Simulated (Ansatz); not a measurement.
# Au: the cost of one run

All numbers below are computed with Ansatz 0.2.0 (DFT LDA, plane waves, PAW, scalar-relativistic, no spin polarisation).

### 1 The structure to begin with

The cell holds 16 atoms (Au16): a = 8.160 Å, b = 5.770 Å, c = 15.327 Å, α = 90.00°, β = 90.00°, γ = 90.00°.

Coordinates:

```cif
data_structure
_symmetry_space_group_name_H-M 'P 1'
_symmetry_Int_Tables_number 1
_cell_length_a 8.1600
_cell_length_b 5.7700
_cell_length_c 15.3275
_cell_angle_alpha 90.000
_cell_angle_beta 90.000
_cell_angle_gamma 90.000
_cell_volume 721.67
loop_
_atom_site_label
_atom_site_type_symbol
_atom_site_fract_x
_atom_site_fract_y
_atom_site_fract_z
_atom_site_occupancy
Au1 Au 0.25000 0.25000 0.06524 1
Au2 Au 0.75000 0.25000 0.06524 1
Au3 Au 0.25000 0.75000 0.06524 1
Au4 Au 0.75000 0.75000 0.06524 1
Au5 Au 0.00000 0.00000 0.15935 1
Au6 Au 0.50000 0.00000 0.15935 1
Au7 Au 0.00000 0.50000 0.15935 1
Au8 Au 0.50000 0.50000 0.15935 1
Au9 Au 0.25000 0.25000 0.25347 1
Au10 Au 0.75000 0.25000 0.25347 1
Au11 Au 0.25000 0.75000 0.25347 1
Au12 Au 0.75000 0.75000 0.25347 1
Au13 Au 0.00000 0.00000 0.34758 1
Au14 Au 0.50000 0.00000 0.34758 1
Au15 Au 0.00000 0.50000 0.34758 1
Au16 Au 0.50000 0.50000 0.34758 1
```

### 2 Relaxing the start

File input.yaml:

```yaml
accuracy: low
crystal:
  lattice:
    - [8.16, 0.0, 0.0]
    - [0.0, 5.769991, 0.0]
    - [0.0, 0.0, 15.327494]
  atoms:
    - { symbol: Au, position: [0.25, 0.25, 0.0652422] }
    - { symbol: Au, position: [0.75, 0.25, 0.0652422] }
    - { symbol: Au, position: [0.25, 0.75, 0.0652422] }
    - { symbol: Au, position: [0.75, 0.75, 0.0652422] }
    - { symbol: Au, position: [0.0, 0.0, 0.159354] }
    - { symbol: Au, position: [0.5, 0.0, 0.159354] }
    - { symbol: Au, position: [0.0, 0.5, 0.159354] }
    - { symbol: Au, position: [0.5, 0.5, 0.159354] }
    - { symbol: Au, position: [0.25, 0.25, 0.2534658] }
    - { symbol: Au, position: [0.75, 0.25, 0.2534658] }
    - { symbol: Au, position: [0.25, 0.75, 0.2534658] }
    - { symbol: Au, position: [0.75, 0.75, 0.2534658] }
    - { symbol: Au, position: [0.0, 0.0, 0.3475776] }
    - { symbol: Au, position: [0.5, 0.0, 0.3475776] }
    - { symbol: Au, position: [0.0, 0.5, 0.3475776] }
    - { symbol: Au, position: [0.5, 0.5, 0.3475776] }
basis:
  ecutwfc: 420.0
kpoints:
  mp_grid: { grid: [2, 3, 1] }
hamiltonian:
  xc: lda
  pseudopotentials: { kind: paw, azcp: { folder: soft_1 } }
scf:
  occupations: { method: fermi_dirac, width: 0.1 }
  lower_state_search: "off"
relax:
  f_tol: 0.08
  max_steps: 25
  adjacent_minimum: "off"
  constraints: [{ sites: [0, 1, 2, 3] }]
```

The run is started by

```
$ ansatz run input.yaml --threads 4 --pin off --max-ram 10240MiB --backend cpu --events-out ev --progress --plain --runs-dir out
```

Q: Estimate wall time and peak memory on 4 threads of AMD EPYC 9R45 (Zen 5), shared host.

About 12 s, with a peak of 2 GiB.
